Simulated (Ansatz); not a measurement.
Computed with Ansatz 0.2.0, DFT PBE, scalar-relativistic, plane waves, PAW. All cells share a 420 eV cutoff and Γ-centred k meshes spaced at most about 0.3 Å⁻¹ (about 0.25 or finer for metals, 2π included). No spin polarisation in the final relaxations.

Temperature and zero-point effects are left out. All come from trial cells, and lower structures may exist.

Task: These unrelaxed guesses for SiC are each relaxed within their symmetry. Order them by the energy at which they end, lowest first.
1.

```
CELL_PARAMETERS angstrom
1.58628 0.00000 0.00000
-0.79314 1.37376 0.00000
0.00000 0.00000 12.85355
ATOMIC_POSITIONS crystal
Si 0.66667 0.33333 0.00000
C 0.33333 0.66667 0.00000
```

2.

```
CELL_PARAMETERS angstrom
1.35281 0.78105 4.41826
-1.35281 0.78105 4.41826
0.00000 -1.56209 4.41826
ATOMIC_POSITIONS crystal
Si 0.00000 0.00000 0.00000
C 0.50000 0.50000 0.50000
```

3.

```
CELL_PARAMETERS angstrom
2.75893 0.00000 0.00000
-1.37947 2.38931 0.00000
0.00000 0.00000 4.24916
ATOMIC_POSITIONS crystal
Si 0.33333 0.66667 0.00000
C 0.66667 0.33333 0.50000
```

Result: 1 (ends in P-6m2, 0 meV/atom), 2 (ends in Fm-3m, rock salt type, 235 meV/atom), 3 (ends in P-6m2, tungsten carbide type, 0.80 eV/atom). Even the lowest end lies +0.30 eV/atom against the elements.

No dispersion correction is applied, so the spacing and binding between layers, chains or molecules are poorly described (P-6m2 at 23.2 Å³/atom), and this can change margins and order among such cells. Cells relaxed within their symmetry can be saddle points. The part of the Crystallography Open Database at hand lists SiC in space groups No. 36, 156, 160, 186, 216; no cell shown has one of them. Some candidate types were left out of the draw beforehand, so a known form may be missing.
